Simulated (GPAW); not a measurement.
The system is Si.

```
Si
1.0
    -2.37137    2.37137    1.32927
     2.37137   -2.37137    1.32927
     2.37137    2.37137   -1.32927
Si
2
Direct
  0.50000 0.50000 0.00000
  0.25000 0.75000 0.50000
```

This isn't the form of Si at room conditions, which is diamond.

Program: GPAW 26.7.0. Alike in all runs: no spin polarisation; cell as given; k mesh 11 × 11 × 11; cutoff (eV) 600.

Order these runs on this cell by their pressure, lowest first.
A. level LDA; potentials or basis the program's PAW data sets (release 1.2.1) made for this functional, pw; smearing gaussian 0.1 eV; band path GXMGZPNZ1M,XP; band points 60
B. level RPBE; potentials or basis the program's PAW data sets (release 1.2.1) made for this functional, pw; smearing gaussian 0.1 eV
C. level PBE; potentials or basis GPAW PAW data sets (gpaw-data 1.2.1), pw; smearing gaussian 0.02 eV

A (-0.4 GPa), C (3.7 GPa), B (5.2 GPa).
